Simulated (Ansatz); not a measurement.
**AlAs: how the settings move a relaxation**

How sensitive is a relaxation of AlAs to its settings? A reference run comes first, then one run with altered input.

Method: reference: DFT, r2SCAN, PAW with Ansatz's default frozen-core files, scalar-relativistic; relaxation of cell and atoms, in Ansatz 0.2.0.

### 1 The system as given

Symmetry: F-43m, No. 216, cubic system. The conventional cell has a = 5.661 Å, b = 5.661 Å, c = 5.661 Å, α = 90.00°, β = 90.00°, γ = 90.00°. Around Al (site symmetry -43m) lie 4 As at 2.45 Å. As (site symmetry -43m) is surrounded by 4 Al at 2.45 Å.

As a file:

```cif
data_structure
_symmetry_space_group_name_H-M 'F-43m'
_symmetry_Int_Tables_number 216
_cell_length_a 5.6608
_cell_length_b 5.6608
_cell_length_c 5.6608
_cell_angle_alpha 90.000
_cell_angle_beta 90.000
_cell_angle_gamma 90.000
_cell_volume 181.40
loop_
_atom_site_label
_atom_site_type_symbol
_atom_site_symmetry_multiplicity
_atom_site_Wyckoff_symbol
_atom_site_fract_x
_atom_site_fract_y
_atom_site_fract_z
_atom_site_occupancy
Al1 Al 4 a 0.00000 0.00000 0.00000 1
As1 As 4 c 0.25000 0.25000 0.25000 1
```

### 2 The reference run

input.yaml

```yaml
crystal:
  lattice:
    - [0.0, 2.8304, 2.8304]
    - [2.8304, 0.0, 2.8304]
    - [2.8304, 2.8304, 0.0]
  atoms:
    - { symbol: Al, position: [0.0, 0.0, 0.0] }
    - { symbol: As, position: [0.75, 0.75, 0.75] }
kpoints:
  mp_grid: { grid: [14, 14, 14] }
scf:
  occupations: { method: fermi_dirac, width: 0.1 }
hamiltonian:
  xc: r2scan
  pseudopotentials: { kind: paw }
relax:
  f_tol: 0.002
  max_steps: 80
  cell: {}
output:
  forces: true
  stress: true
```

Command:

```
ansatz run input.yaml --threads 1 --pin off --max-ram 2560MiB --backend cpu --events-out ev --progress --plain --runs-dir out
```

### 3 Changed: mp_grid.grid [8, 8, 8], occupations.method fixed, n_extra_bands 1, lower_state_search off, pseudopotentials.kind nc

input.yaml: that of step 2 with these lines changed.

```diff
@@ -9,8 +9,10 @@
 kpoints:
-  mp_grid: { grid: [14, 14, 14] }
+  mp_grid: { grid: [8, 8, 8] }
 scf:
-  occupations: { method: fermi_dirac, width: 0.1 }
+  occupations: { method: fixed }
+  n_extra_bands: 1
+  lower_state_search: "off"
 hamiltonian:
   xc: r2scan
-  pseudopotentials: { kind: paw }
+  pseudopotentials: { kind: nc }
 relax:
```

What does the calculation give? Wanted: for each run, ending; energy change; pressure; gap; force.

**Answer**, as computed:

```
                                                                                                                   run     ending   energy change  pressure (GPa)  gap (eV)  force (eV/Å)  cycles  time
                                                                                                             reference  converged               -             0.0      1.82          0.00      18  36 s
1: mp_grid.grid [8, 8, 8], occupations.method fixed, n_extra_bands 1, lower_state_search off, pseudopotentials.kind nc  converged  not comparable             0.0      1.81          0.00      26  57 s
```

A change of potentials puts the total energy on another scale. Cost: 26 SCF cycles against 18, 57 s against 36 s.
